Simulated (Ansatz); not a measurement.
NaBr (rock salt)

```
NaBr
1.0
    0.00000     6.03598     6.03598
    3.01799     0.00000     3.01799
    3.01799     3.01799     0.00000
Br Na
2 2
Direct
  0.00000   0.00000   0.00000
  0.50000   0.00000   0.00000
  0.25000   0.50000   0.50000
  0.75000   0.50000   0.50000
```

The atoms are displaced by Q × the pattern below (from a DFPT mode at L = (0.5, 0.0, 0.0), largest move 1; Q in Å), at fixed cell. It is one choice among 2 degenerate patterns. (q is in reciprocal vectors of the primitive cell; the cell shown is doubled to hold the pattern.)

| atom | x | y | z |
|---|---|---|---|
| Br1 | 0.285 | -0.520 | 0.805 |
| Br2 | -0.285 | 0.520 | -0.805 |

Atoms not listed stay in place.

The numbers are results of PBE (plane waves to 420 eV, PAW, scalar-relativistic; Ansatz, a program for electronic structure), not measurements. k mesh 5×10×10 (Γ-centred), Fermi-Dirac smearing 0.05 eV. The energy includes the smearing's −TS. NaBr was relaxed with its symmetry unable to fall. ΔE is measured from the undisplaced structure.

```csv
Q (Å),ΔE (meV/cell)
-0.180,40.9
-0.120,18.1
-0.060,4.5
0.000,0.0
0.060,4.5
0.120,18.1
0.180,40.9
```

Task: Which DFPT wavenumber at L = (0.5, 0.0, 0.0) belongs to this mode?
(A) 65 cm⁻¹
(B) 188 cm⁻¹
(C) 103 cm⁻¹

Result: A, 65 cm⁻¹. The curvature of the scan gives 65 cm⁻¹

(A displaced cell: forces are minus the slopes of the energy, force constants its curvatures, and phonons follow from these.)
